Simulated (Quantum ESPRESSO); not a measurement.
Rb in Quantum ESPRESSO: the effect of functional

Crystal: Rb.

```
Rb
1.0
    -2.80250    2.80250    2.80250
     2.80250   -2.80250    2.80250
     2.80250    2.80250   -2.80250
Rb
1
Direct
  0.00000 0.00000 0.00000
```

Alike in all runs:

- Program: Quantum ESPRESSO 7.5
- Task: phonon dispersion
- Cutoff: 612 eV
- Density cutoff: 4898 eV
- k mesh: 6 × 6 × 6
- Occupations: cold, width 0.2 eV
- Spin: no spin polarisation

Each run relaxes the cell or the atoms first.

```tsv
functional	potentials or basis	relaxed volume (Å³/atom)	highest phonon frequency (cm⁻¹)
LDA	GBRV 1.5 LDA	77.89	53
PBE	GBRV 1.5 PBE	?	?
PBEsol	GBRV 1.5 PBEsol	86.92	49
```

Question: What does the run with functional PBE give?

Answer: Relaxed volume 91.70 Å³/atom; highest phonon frequency 47 cm⁻¹.

Caveats: the mesh is thin for the phonons of a metal.
